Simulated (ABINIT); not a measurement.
# Bi (Im-3m) in ABINIT: further runs

The runs below take Bi through relaxation of cell and atoms, single point, with LDA.

All numbers are computed with ABINIT 10.8.3 (patched build); they aren't measurements. Logs are shortened: lines on timing, memory, paths and dates and some standing lists are left out, and cuts for length are marked. The log counts tension as positive stress, the text compression.

### 1 The structure

It takes space group Im-3m (No. 229, cubic). The conventional cell has a = 3.963 Å, b = 3.963 Å, c = 3.963 Å, α = 90.00°, β = 90.00°, γ = 90.00°. Bi (site symmetry m-3m) has 8 Bi at 3.43 Å as nearest neighbours.

This isn't the form of Bi at room conditions, which is rhombohedral.

### 2 Relaxation of cell and atoms, LDA

run.abi reads:

```
# Pseudopotentials
pp_dirpath "./"
pseudos "Bi.upf"

# Structure
acell 3.4319383527 3.4319383527 3.4319383527 Angstrom
rprim
    -0.5773502692     0.5773502692     0.5773502692
     0.5773502692    -0.5773502692     0.5773502692
     0.5773502692     0.5773502692    -0.5773502692
ntypat 1
znucl 83
natom 1
typat 1
chkprim 0
chksymtnons 0
tolsym 1.0e-6
xred
            0.0            0.0            0.0

# Plane-wave basis
ecut 35.0
ecutsm 0.5

# k points
kptopt 1
ngkpt 7 7 7
nshiftk 1
shiftk 0.0 0.0 0.0

# Exchange and correlation
ixc 7

# Bands and occupations
nband 12
occopt 3
tsmear 0.05 eV

# SCF cycle
nstep 80
tolvrs 1.0e-12

# Output
iomode 3
prteig 0
prtebands 0
prtwf 0
prtden 0

# Relaxation
ionmov 2
optcell 2
ntime 50
tolmxf 2.0e-5
dilatmx 1.08
```

Potentials or basis: PseudoDojo NC SR LDA v0.4.1 standard.

Started as:

```bash
mpirun --bind-to none -np 4 abinit run.abi > log 2>&1
```

run.abo:

```text
.Version 10.8.3 of ABINIT
 Symmetries : space group Im -3 m (#229); Bravais cI (body-center cubic)
================================================================================
 Values of the parameters that define the memory need of the present run
     intxc =       0    ionmov =       2      iscf =       7    lmnmax =       6
     lnmax =       6     mgfft =      40  mpssoang =       3    mqgrid =    3001
     natom =       1  nloc_mem =       1    nspden =       1   nspinor =       1
    nsppol =       1      nsym =      48    n1xccc =    2501    ntypat =       1
    occopt =       3   xclevel =       1
       mpw =        2634          nfft =       64000          nkpt =          20
================================================================================
================================================================================

--------------------------------------------------------------------------------
------------- Echo of variables that govern the present computation ------------
--------------------------------------------------------------------------------
 -outvars: echo values of preprocessed input variables --------
            acell      6.4854235676E+00  6.4854235676E+00  6.4854235676E+00 Bohr
              amu      2.08980370E+02
          chkprim           0
      chksymtnons           0
          dilatmx      1.08000000E+00
             ecut      3.50000000E+01 Hartree
           ecutsm      5.00000000E-01 Hartree
           ionmov           2
              ixc           7
         kptrlatt        7    0    0      0    7    0      0    0    7
          kptrlen      4.53979650E+01
            natom           1
            nband          12
            ngfft          40      40      40
             nkpt          20
            nstep          80
             nsym          48
            ntime          50
           ntypat           1
           occopt           3
          optcell           2
           prtden           0
        prtebands           0
           prteig           0
            prtwf           0
            rprim     -5.7735026920E-01  5.7735026920E-01  5.7735026920E-01
                       5.7735026920E-01 -5.7735026920E-01  5.7735026920E-01
                       5.7735026920E-01  5.7735026920E-01 -5.7735026920E-01
          spgroup         229
           tolmxf      2.00000000E-05
           tolsym      1.00000000E-06
           tolvrs      1.00000000E-12
           tsmear      1.83746611E-03 Hartree
            typat      1
            znucl       83.00000

================================================================================

 chkinp: Checking input parameters for consistency.

================================================================================
== DATASET  1 ==================================================================

--- !DatasetInfo
iteration_state: {dtset: 1, }
dimensions: {natom: 1, nkpt: 20, mband: 12, nsppol: 1, nspinor: 1, nspden: 1, mpw: 2634, }
cutoff_energies: {ecut:  35.0, pawecutdg:  -1.0, }
electrons: {nelect:   1.50000000E+01, charge:   0.00000000E+00, occopt:   3.00000000E+00, tsmear:   1.83746611E-03, }
meta: {optdriver: 0, ionmov: 2, optcell: 2, iscf: 7, paral_kgb: 0, }
...

 Exchange-correlation functional for the present dataset will be:
  LDA: Perdew-Wang 92 LSD fit to Ceperley-Alder data - ixc=7
  J.P.Perdew and Y.Wang, PRB 45, 13244 (1992)

 Real(R)+Recip(G) space primitive vectors, cartesian coordinates (Bohr,Bohr^-1):
 R(1)= -3.7443610  3.7443610  3.7443610  G(1)=  0.0000000  0.1335341  0.1335341
 R(2)=  3.7443610 -3.7443610  3.7443610  G(2)=  0.1335341  0.0000000  0.1335341
 R(3)=  3.7443610  3.7443610 -3.7443610  G(3)=  0.1335341  0.1335341  0.0000000
 Unit cell volume ucvol=  2.0998736E+02 bohr^3
 Angles (23,13,12)=  1.09471221E+02  1.09471221E+02  1.09471221E+02 degrees

 getcut: wavevector=  0.0000  0.0000  0.0000  ngfft=  40  40  40
         ecut(hartree)=     40.824   => boxcut(ratio)=   2.14570

--- Pseudopotential description ------------------------------------------------
- pspini: atom type   1  psp file is ./Bi.upf
  83.00000  15.00000  180309                  znucl, zion, pspdat
12 -1012 2 -1 1454                            pspcod,pspxc,lmax,lloc,mmax
     nproj     2     2     2

   6.40615072E+02                                ecore*ucvol(ha*bohr**3)
--------------------------------------------------------------------------------

================================================================================

=== [ionmov= 2] Broyden-Fletcher-Goldfarb-Shanno method (forces)
================================================================================

--- Iteration: ( 1/50) Internal Cycle: (1/1)
--------------------------------------------------------------------------------

---SELF-CONSISTENT-FIELD CONVERGENCE--------------------------------------------

--- !BeginCycle
iteration_state: {dtset: 1, itime: 1, icycle: 1, }
solver: {iscf: 7, nstep: 80, nline: 4, wfoptalg: 0, }
tolerances: {tolvrs: 1.00E-12, }
...

     iter   Etot(hartree)      deltaE(h)  residm     vres2
 ETOT  1  -81.891644206148    -8.189E+01 7.634E-02 7.423E-01
 ETOT  2  -81.915205307973    -2.356E-02 5.141E-03 7.070E-01
 ETOT  3  -81.915288638992    -8.333E-05 1.149E-03 9.160E-02
 ETOT  4  -81.915299011955    -1.037E-05 4.957E-04 1.345E-03
 ETOT  5  -81.915299233543    -2.216E-07 1.926E-05 1.283E-05
 ETOT  6  -81.915299235475    -1.932E-09 2.446E-05 3.128E-09
 ETOT  7  -81.915299235478    -2.629E-12 3.876E-06 2.382E-09
 ETOT  8  -81.915299235480    -1.648E-12 2.137E-06 4.946E-11
 ETOT  9  -81.915299235478     1.137E-12 3.423E-06 3.541E-15

 At SCF step    9       vres2   =  3.54E-15 < tolvrs=  1.00E-12 =>converged.

 Cartesian components of stress tensor (hartree/bohr^3)
  sigma(1 1)=  7.80983289E-05  sigma(3 2)=  0.00000000E+00
  sigma(2 2)=  7.80983289E-05  sigma(3 1)=  0.00000000E+00
  sigma(3 3)=  7.80983289E-05  sigma(2 1)=  0.00000000E+00

--- !ResultsGS
iteration_state: {dtset: 1, itime: 1, icycle: 1, }
comment   : Summary of ground state results
lattice_vectors:
- [ -3.7443610,   3.7443610,   3.7443610, ]
- [  3.7443610,  -3.7443610,   3.7443610, ]
- [  3.7443610,   3.7443610,  -3.7443610, ]
lattice_lengths: [   6.48542,    6.48542,    6.48542, ]
lattice_angles: [109.471, 109.471, 109.471, ] # degrees, (23, 13, 12)
lattice_volume:   2.0998736E+02
convergence: {deltae:  1.137E-12, res2:  3.541E-15, residm:  3.423E-06, diffor: null, }
etotal    :  -8.19152992E+01
entropy   :   0.00000000E+00
fermie    :   2.19579598E-01
cartesian_stress_tensor: # hartree/bohr^3
- [  7.80983289E-05,   0.00000000E+00,   0.00000000E+00, ]
- [  0.00000000E+00,   7.80983289E-05,   0.00000000E+00, ]
- [  0.00000000E+00,   0.00000000E+00,   7.80983289E-05, ]
pressure_GPa:  -2.2977E+00
xred      :
- [  0.0000E+00,   0.0000E+00,   0.0000E+00, Bi]
cartesian_forces: # hartree/bohr
- [  0.00000000E+00,   0.00000000E+00,   0.00000000E+00, ]
force_length_stats: {min:   0.00000000E+00, max:   0.00000000E+00, mean:   0.00000000E+00, }
...
[... 271 lines left out ...]
---OUTPUT-----------------------------------------------------------------------

 Cartesian coordinates (xcart) [bohr]
  0.00000000000000E+00  0.00000000000000E+00  0.00000000000000E+00
 Reduced coordinates (xred)
  0.00000000000000E+00  0.00000000000000E+00  0.00000000000000E+00
 Cartesian forces (fcart) [Ha/bohr]; max,rms= 0.00000E+00 0.00000E+00 (free atoms)
 -0.00000000000000E+00 -0.00000000000000E+00 -0.00000000000000E+00
 Gradient of E wrt nuclear positions in reduced coordinates (gred)
 -0.00000000000000E+00 -0.00000000000000E+00 -0.00000000000000E+00
 Scale of Primitive Cell (acell) [bohr]
  6.39981137815280E+00  6.39981137815280E+00  6.39981137815280E+00
 Real space primitive translations (rprimd) [bohr]
 -3.69493282193935E+00  3.69493282193935E+00  3.69493282193935E+00
  3.69493282193935E+00 -3.69493282193935E+00  3.69493282193935E+00
  3.69493282193935E+00  3.69493282193935E+00 -3.69493282193935E+00
 Unitary Cell Volume (ucvol) [Bohr^3]=  2.01780703495202E+02
 Angles (23,13,12)= [degrees]
  1.09471220634491E+02  1.09471220634491E+02  1.09471220634491E+02
 Lengths [Bohr]
  6.39981137815280E+00  6.39981137815280E+00  6.39981137815280E+00
 Stress tensor in cartesian coordinates (strten) [Ha/bohr^3]
  1.99713050930139E-07  0.00000000000000E+00  0.00000000000000E+00
  0.00000000000000E+00  1.99713050937078E-07  0.00000000000000E+00
  0.00000000000000E+00  0.00000000000000E+00  1.99713050930139E-07
 Total energy (etotal) [Ha]= -8.19156324679149E+01

 Difference of energy with previous step (new-old):
           Absolute (Ha)=-8.11146E-07
           Relative     =-9.90221E-09

 At Broyd/MD step   4, gradients are converged :
  max grad (force/stress) = 1.9971E-05 < tolmxf= 2.0000E-05 ha/bohr (free atoms)

================================================================================

 ----iterations are completed or convergence reached----

 Mean square residual over all n,k,spin=   17.580E-11; max=  42.191E-09
 reduced coordinates (array xred) for    1 atoms
       0.000000000000      0.000000000000      0.000000000000
 rms dE/dt=  0.0000E+00; max dE/dt=  0.0000E+00; dE/dt below (all hartree)
    1       0.000000000000      0.000000000000      0.000000000000

 cartesian coordinates (angstrom) at end:
    1      0.00000000000000     0.00000000000000     0.00000000000000

 cartesian forces (hartree/bohr) at end:
    1     -0.00000000000000    -0.00000000000000    -0.00000000000000
 frms,max,avg= 0.0000000E+00 0.0000000E+00   0.000E+00  0.000E+00  0.000E+00 h/b

 cartesian forces (eV/Angstrom) at end:
    1     -0.00000000000000    -0.00000000000000    -0.00000000000000
 frms,max,avg= 0.0000000E+00 0.0000000E+00   0.000E+00  0.000E+00  0.000E+00 e/A
 length scales=  6.399811378153  6.399811378153  6.399811378153 bohr
              =  3.386634333099  3.386634333099  3.386634333099 angstroms
 Fermi (or HOMO) energy (hartree) =   0.23614   Average Vxc (hartree)=  -0.40749
 Eigenvalues (hartree) for nkpt=  20  k points:
 kpt#   1, nband= 12, wtk=  0.00292, kpt=  0.0000  0.0000  0.0000 (reduced coord)
  -0.60481   -0.60481   -0.60481   -0.59929   -0.59929   -0.27085    0.43386    0.43386
   0.43386    0.59336    0.64103    0.64103
      occupation numbers for kpt#   1
   2.00000    2.00000    2.00000    2.00000    2.00000    2.00000    0.00000    0.00000
   0.00000    0.00000    0.00000    0.00000
 prteigrs : prtvol=0 or 1, do not print more k-points.

--- !EnergyTerms
iteration_state     : {dtset: 1, itime: 4, icycle: 1, }
comment             : Components of total free energy in Hartree
kinetic             :  3.90473061094765E+01
hartree             :  1.49125197480122E+01
xc                  : -2.14099699883434E+01
Ewald energy        : -5.54020577368465E+01
psp_core            :  3.17480839905109E+00
local_psp           : -4.71385599142453E+01
non_local_psp       : -1.50993681845379E+01
internal            : -8.19153215674332E+01
'-kT*entropy'       : -3.10900481690958E-04
total_energy        : -8.19156324679149E+01
total_energy_eV     : -2.22903791466825E+03
band_energy         : -5.90134388311536E+00
...

 Cartesian components of stress tensor (hartree/bohr^3)
  sigma(1 1)=  1.99713051E-07  sigma(3 2)=  0.00000000E+00
  sigma(2 2)=  1.99713051E-07  sigma(3 1)=  0.00000000E+00
  sigma(3 3)=  1.99713051E-07  sigma(2 1)=  0.00000000E+00

-Cartesian components of stress tensor (GPa)         [Pressure= -5.8758E-03 GPa]
- sigma(1 1)=  5.87576082E-03  sigma(3 2)=  0.00000000E+00
- sigma(2 2)=  5.87576082E-03  sigma(3 1)=  0.00000000E+00
- sigma(3 3)=  5.87576082E-03  sigma(2 1)=  0.00000000E+00

== END DATASET(S) ==============================================================
================================================================================

 -outvars: echo values of variables after computation  --------
            acell      6.3998113782E+00  6.3998113782E+00  6.3998113782E+00 Bohr
           etotal     -8.1915632468E+01
            fcart     -0.0000000000E+00 -0.0000000000E+00 -0.0000000000E+00
            rprim     -5.7735026919E-01  5.7735026919E-01  5.7735026919E-01
                       5.7735026919E-01 -5.7735026919E-01  5.7735026919E-01
                       5.7735026919E-01  5.7735026919E-01 -5.7735026919E-01
           strten      1.9971305093E-07  1.9971305094E-07  1.9971305093E-07
                       0.0000000000E+00  0.0000000000E+00  0.0000000000E+00
 Calculation completed.
```

Run time: 14 s. Hardware: 4 MPI ranks of Arm Neoverse V2, shared host; peak memory 0.28 GiB.

What came out:

```yaml
Free_energy: -2229.0379 eV
Relaxed_volume: 29.90 Å³/atom
Relaxed_cell: a = 3.387 Å, b = 3.387 Å, c = 3.387 Å, α = 109.47°, β = 109.47°, γ = 109.47°
Space_group_after_relaxing_to_0.05_Å: Im-3m (No. 229)
Energy_gained_by_relaxing: 9.1 meV/atom
Ionic_steps: 4
Pressure_after_relaxing: 0.0 GPa
Band_gap_on_the_k_mesh: none (metal or under the smearing width)
```

Step by step:
```
step  energy change (eV)  largest force (eV/Å)  pressure (GPa)  volume (Å³)
   1              0.0000                0.0000           -2.30        31.12
   2             -0.0029                0.0000           -1.92        30.90
   3             -0.0090                0.0000            0.12        29.84
   4             -0.0091                0.0000           -0.01        29.90
```

Final structure:
```cif
data_structure
_symmetry_space_group_name_H-M 'P 1'
_symmetry_Int_Tables_number 1
_cell_length_a 3.3866
_cell_length_b 3.3866
_cell_length_c 3.3866
_cell_angle_alpha 109.471
_cell_angle_beta 109.471
_cell_angle_gamma 109.471
_cell_volume 29.90
loop_
_atom_site_label
_atom_site_type_symbol
_atom_site_fract_x
_atom_site_fract_y
_atom_site_fract_z
_atom_site_occupancy
Bi1 Bi 0.00000 0.00000 0.00000 1
```

Caveat: spin-orbit coupling is left out, which moves the levels of the heavy elements.

### 3 Single point, LDA (cell relaxed)

run.abi reads:

```
# Pseudopotentials
pp_dirpath "./"
pseudos "Bi.upf"

# Structure
acell 3*1.0
rprim
    -3.6949328310     3.6949328310     3.6949328310
     3.6949328310    -3.6949328310     3.6949328310
     3.6949328310     3.6949328310    -3.6949328310
ntypat 1
znucl 83
natom 1
typat 1
xred
     0.0000000000     0.0000000000     0.0000000000
chkprim 0
chksymtnons 0
tolsym 1.0e-6

# Plane-wave basis
ecut 35.0

# k points
kptopt 1
ngkpt 7 7 7
nshiftk 1
shiftk 0.0 0.0 0.0

# Exchange and correlation
ixc 7

# Bands and occupations
nband 12
occopt 3
tsmear 0.05 eV

# SCF cycle
nstep 100
tolvrs 1.0e-10

# Output
iomode 3
prtwf 0
prtden 0
prteig 0
prtebands 0
enunit 2
```

Potentials or basis: PseudoDojo NC SR LDA v0.4.1 standard.

Started as:

```bash
mpirun --bind-to none -np 4 abinit run.abi > log 2>&1
```

Wall time 3.2 s (4 MPI ranks of Arm Neoverse V2, shared host); peak memory 0.28 GiB.

Results (log left out):

- Free energy: -2229.0379 eV
- Pressure: 0.0 GPa
- Band gap on the k mesh: none (metal or under the smearing width)
- Valence electrons inside the program's atomic spheres: Bi 10.75 (radii [1.0584] Å)

Levels at points of the mesh, in eV from the Fermi level:
| k point | band 5 | band 6 | band 7 | band 8 | band 9 | band 10 |
| --- | --- | --- | --- | --- | --- | --- |
| (0.00, 0.00, 0.00) | -22.73 | -13.80 | 5.38 | 5.38 | 5.38 | 9.72 |

Caveat: spin-orbit coupling is left out, which moves the levels of the heavy elements.
